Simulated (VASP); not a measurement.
# W (Im-3m) in VASP: notebook, part 2 of 2

VASP 6.6.1. Earlier steps stand in the parts before.

### 4 Vibrations by finite differences, PBE

This run uses another cell than the first one, of 16.16 Å³/atom, 1.020 times its volume.

Contents of INCAR:

```
PREC = Accurate
ENCUT = 700
EDIFF = 1E-8
ISMEAR = 0
SIGMA = 0.1
LREAL = F
LASPH = T
NELM = 60
ALGO = Normal
ISIF = 3
LWAVE = F
LCHARG = F
GGA = PE
IBRION = 6
NFREE = 2
POTIM = 0.015
NSW = 1
```

Contents of KPOINTS:

```
regular mesh
0
Gamma
  18 18 18
```

Contents of POSCAR:

```
W                                       
1.0
   -1.5927802199      1.5927802199      1.5927802199
    1.5927802199     -1.5927802199      1.5927802199
    1.5927802199      1.5927802199     -1.5927802199
  W             
     1
Direct
     0.0000000000000000    0.0000000000000000    0.0000000000000000
```

Potentials or basis: VASP PAW PBE potentials, release 64 (W_sv).

Command:

```console
cat potpaw_PBE.64/W_sv/POTCAR > POTCAR
mpirun -np 1 vasp_std > vasp.out
```

OUTCAR:

```text
PREC = Accurate
   ENCUT = 700
   EDIFF = 1E-8
   ISMEAR = 0
   LREAL = F
   LASPH = T
   NELM = 60
   ISIF = 3
   GGA = PE
   IBRION = 6
   NFREE = 2
   POTIM = 0.015
   NSW = 1

 ion  position               nearest neighbor table
   1  0.000  0.000  0.000-

  LATTYP: Found a body centered cubic cell.
 ALAT       =     3.1855604398

  Lattice vectors:

 A1 = (  -1.5927802199,   1.5927802199,   1.5927802199)
 A2 = (   1.5927802199,  -1.5927802199,   1.5927802199)
 A3 = (   1.5927802199,   1.5927802199,  -1.5927802199)

Analysis of symmetry for initial positions (statically):
=====================================================================
 Subroutine PRICEL returns:
 Original cell was already a primitive cell.

 Routine SETGRP: Setting up the symmetry group for a
 body centered cubic supercell.

 Subroutine GETGRP returns: Found 48 space group operations
 (whereof 48 operations were pure point group operations)
 out of a pool of 48 trial point group operations.

The static configuration has the point symmetry O_h .

Analysis of symmetry for dynamics (positions and initial velocities):
=====================================================================
 Subroutine PRICEL returns:
 Original cell was already a primitive cell.

 Routine SETGRP: Setting up the symmetry group for a
 body centered cubic supercell.

 Subroutine GETGRP returns: Found 48 space group operations
 (whereof 48 operations were pure point group operations)
 out of a pool of 48 trial point group operations.

The dynamic configuration has the point symmetry O_h .

 Subroutine INISYM returns: Found 48 space group operations
 (whereof 48 operations are pure point group operations),
 and found     1 'primitive' translations

----------------------------------------------------------------------------------------

                                     Primitive cell

  volume of cell :      16.1632

  direct lattice vectors                    reciprocal lattice vectors
    -1.592780220  1.592780220  1.592780220     0.000000000  0.313916505  0.313916505
     1.592780220 -1.592780220  1.592780220     0.313916505  0.000000000  0.313916505
     1.592780220  1.592780220 -1.592780220     0.313916505  0.313916505  0.000000000

  length of vectors
     2.758776266  2.758776266  2.758776266     0.443944979  0.443944979  0.443944979

  position of ions in fractional coordinates (direct lattice)
     0.000000000  0.000000000  0.000000000

  ion indices of the primitive-cell ions
   primitive index   ion index
                 1           1

[... 227 lines left out ...]

 number of electron      14.0000002 magnetization

------------------------ aborting loop because EDIFF is reached ----------------------------------------
[... 65 lines left out ...]
--------------------------------------- Ionic step       15  -------------------------------------------

 number of electron      14.0000001 magnetization

 Free energy of the ion-electron system (eV)
  ---------------------------------------------------
  ext. energy  EPLUGINS =         0.00000000
  ---------------------------------------------------
  free energy    TOTEN  =       -12.95143206 eV

  energy without entropy =      -12.94784873  energy(sigma->0) =      -12.94964040

 E-fermi :  11.1625     XC(G=0): -13.5300

 val. band max:       11.1582830562   @ k =  -0.2778   0.3333   0.2222
 cond. band min:      11.1748373382   @ k =   0.5000   0.5000   0.2222
 fundamental gap:      0.0165542820
 Fermi energy:        11.1624743658

 k-point     1 :       0.0000    0.0000    0.0000
  band No.  band energies     occupation
      1     -63.0406      2.00000
      2     -26.6309      2.00000
      3     -26.6309      2.00000
      4     -26.6309      2.00000
      5       1.6348      2.00000
      6       9.9692      2.00000
      7       9.9692      2.00000
      8       9.9692      2.00000
      9      13.3812      0.00000
     10      13.3812      0.00000
     11      25.6358      0.00000
[... 309 lines left out ...]
 k-point    24 :       0.3889    0.1111    0.0000
  band No.  band energies     occupation
      1     -62.9175      2.00000
      2     -27.7638      2.00000
      3     -27.0573      2.00000
      4     -26.6904      2.00000
      5       5.4401      2.00000
      6       7.8372      2.00000
      7      10.5479      2.00000
      8      13.1468      0.00000
      9      14.4375      0.00000
     10      17.4230      0.00000
     11      21.8131      0.00000

 [... further k-points ...]

------------------------ aborting loop because EDIFF is reached ----------------------------------------

  FORCE on cell =-STRESS in cart. coord.  units (eV):
  Direction    XX          YY          ZZ          XY          YZ          ZX
  --------------------------------------------------------------------------------------
  -------------------------------------------------------------------------------------
  Total       -0.0005742     -0.0005742     -0.0005742      0.0000000      0.0000000      0.0000000
  in kB       -0.0569193     -0.0569193     -0.0569193      0.0000000      0.0000000      0.0000000
  external PRESSURE =      -0.0569193 kB  Pullay stress =       0.0000000 kB
[... 16 lines left out ...]
  FREE ENERGIE OF THE ION-ELECTRON SYSTEM (eV)
  ---------------------------------------------------
  free  energy   TOTEN  =       -12.9514320640 eV

  energy  without entropy=      -12.9478487301  energy(sigma->0) =      -12.94964040

 INTERNAL STRAIN TENSORS FROM STRAINED CELLS
 ============================================

 INTERNAL STRAIN TENSOR FOR ION    1 for displacements in x,y,z  (eV/Angst):
          X           Y           Z          XY          YZ          ZX
  --------------------------------------------------------------------------------
  x    -0.00000     0.00000    -0.00000    -0.00000     0.00000    -0.00000
  y    -0.00000    -0.00000     0.00000    -0.00000     0.00000    -0.00000
  z    -0.00000    -0.00000    -0.00000     0.00000    -0.00000    -0.00000

 INTERNAL STRAIN TENSORS FROM DISPLACED ATOMS
 ============================================

 INTERNAL STRAIN TENSOR FOR ION    1 for displacements in x,y,z  (eV/Angst):
          X           Y           Z          XY          YZ          ZX
  --------------------------------------------------------------------------------
  x     0.00000     0.00000     0.00000     0.00000     0.00000     0.00000
  y     0.00000     0.00000     0.00000     0.00000     0.00000     0.00000
  z     0.00000     0.00000     0.00000     0.00000     0.00000     0.00000

 Eigenvectors and eigenvalues of the dynamical matrix
 ----------------------------------------------------

   1 f  =    0.000000 THz     0.000000 2PiTHz    0.000000 cm-1     0.000000 meV
             X         Y         Z           dx          dy          dz
      0.000000  0.000000  0.000000    -0.164399   -0.986394    0.000000

   2 f  =    0.000000 THz     0.000000 2PiTHz    0.000000 cm-1     0.000000 meV
             X         Y         Z           dx          dy          dz
      0.000000  0.000000  0.000000     0.986394   -0.164399    0.000000

   3 f  =    0.000000 THz     0.000000 2PiTHz    0.000000 cm-1     0.000000 meV
             X         Y         Z           dx          dy          dz
      0.000000  0.000000  0.000000     0.000000    0.000000    1.000000

--------------------------------------------------------------------------------------------------------

 ELASTIC MODULI CONTR FROM IONIC RELAXATION (kBar)
 Direction    XX          YY          ZZ          XY          YZ          ZX
 --------------------------------------------------------------------------------
 XX           0.0000      0.0000      0.0000      0.0000      0.0000      0.0000
 YY           0.0000      0.0000      0.0000      0.0000      0.0000      0.0000
 ZZ           0.0000      0.0000      0.0000      0.0000      0.0000      0.0000
 XY           0.0000      0.0000      0.0000      0.0000      0.0000      0.0000
 YZ           0.0000      0.0000      0.0000      0.0000      0.0000      0.0000
 ZX           0.0000      0.0000      0.0000      0.0000      0.0000      0.0000
 --------------------------------------------------------------------------------

 TOTAL ELASTIC MODULI (kBar)
 Direction    XX          YY          ZZ          XY          YZ          ZX
 --------------------------------------------------------------------------------
 XX        4886.9787   2153.9350   2153.9350     -0.0000      0.0000      0.0000
 YY        2153.9350   4886.9787   2153.9350      0.0000      0.0000      0.0000
 ZZ        2153.9350   2153.9350   4886.9787      0.0000      0.0000      0.0000
 XY          -0.0000      0.0000      0.0000   1390.3036      0.0000     -0.0000
 YZ           0.0000      0.0000      0.0000      0.0000   1390.3036      0.0000
 ZX           0.0000      0.0000      0.0000     -0.0000      0.0000   1390.3036
 --------------------------------------------------------------------------------
```

OSZICAR:

```text
N       E                     dE             d eps       ncg     rms          rms(c)
DAV:   1     0.905107587732E+02    0.90511E+02   -0.92575E+03  4290   0.176E+03
DAV:   2    -0.116350939822E+02   -0.10215E+03   -0.98974E+02  4626   0.382E+02
DAV:   3    -0.135737222987E+02   -0.19386E+01   -0.19089E+01  4921   0.495E+01
[... 14 lines left out ...]
DAV:   3    -0.129514169722E+02    0.48444E-03   -0.17645E-03  5031   0.729E-01    0.739E-03
DAV:   4    -0.129514291630E+02   -0.12191E-04   -0.13208E-04  4415   0.144E-01    0.434E-03
DAV:   5    -0.129514319613E+02   -0.27983E-05   -0.23212E-06  4758   0.246E-02    0.124E-03
DAV:   6    -0.129514320396E+02   -0.78337E-07   -0.13092E-07  4551   0.488E-03    0.895E-05
DAV:   7    -0.129514320672E+02   -0.27597E-07   -0.10001E-09  2579   0.491E-04    0.270E-05
DAV:   8    -0.129514320640E+02    0.32267E-08   -0.12808E-10  2226   0.178E-04
  15 F= -.12951432E+02 E0= -.12949640E+02  d E =-.358333E-02
```

stdout:

```text
POSCAR found type information on POSCAR W
 POSCAR found :  1 types and       1 ions
 scaLAPACK will be used
 LDA part: xc-table for (Slater+PW92), standard interpolation
 POSCAR, INCAR and KPOINTS ok, starting setup
 FFT: planning ... GRIDC
 FFT: planning ... GRID_SOFT
 FFT: planning ... GRID
 WAVECAR not read
 entering main loop
 Found     1 degrees of freedom:
 Adding 6 more for cell shape distortion
 Finite differences POTIM= 0.01500 DOF=   7
 bond charge predicted
 Finite differences progress:
 bond charge predicted
 Finite differences progress:
 bond charge predicted
 Finite differences progress:
 bond charge predicted
 Finite differences progress:
 bond charge predicted
 Finite differences progress:
 bond charge predicted
 Finite differences progress:
 bond charge predicted
 Finite differences progress:
 bond charge predicted
 Finite differences progress:
 bond charge predicted
 Finite differences progress:
 bond charge predicted
 Finite differences progress:
 bond charge predicted
 Finite differences progress:
 bond charge predicted
 Finite differences progress:
 bond charge predicted
 Finite differences progress:
 bond charge predicted
 Finite differences progress:
```

Run time: 9.5 min. Hardware: 1 thread of Intel Xeon 6975P-C (Granite Rapids), shared host; peak memory 0.78 GiB.

Results:

```yaml
Elastic_constants_C11_C12_C44: 489, 215, 139 GPa
Voigt_bulk_modulus: 306 GPa
```

Elastic tensor in Voigt notation (GPa, in the Cartesian axes of the cell as first typed):
```
489 215 215   0   0   0
215 489 215   0   0   0
215 215 489   0   0   0
  0   0   0 139   0   0
  0   0   0   0 139   0
  0   0   0   0   0 139
```

Clamped-ion elastic tensor (GPa):
```
489 215 215   0   0   0
215 489 215   0   0   0
215 215 489   0   0   0
  0   0   0 139   0   0
  0   0   0   0 139   0
  0   0   0   0   0 139
```

Caveat: elastic constants of metals need much finer meshes, so these are rough. The run has no spin-orbit coupling, so splittings on W are missing.
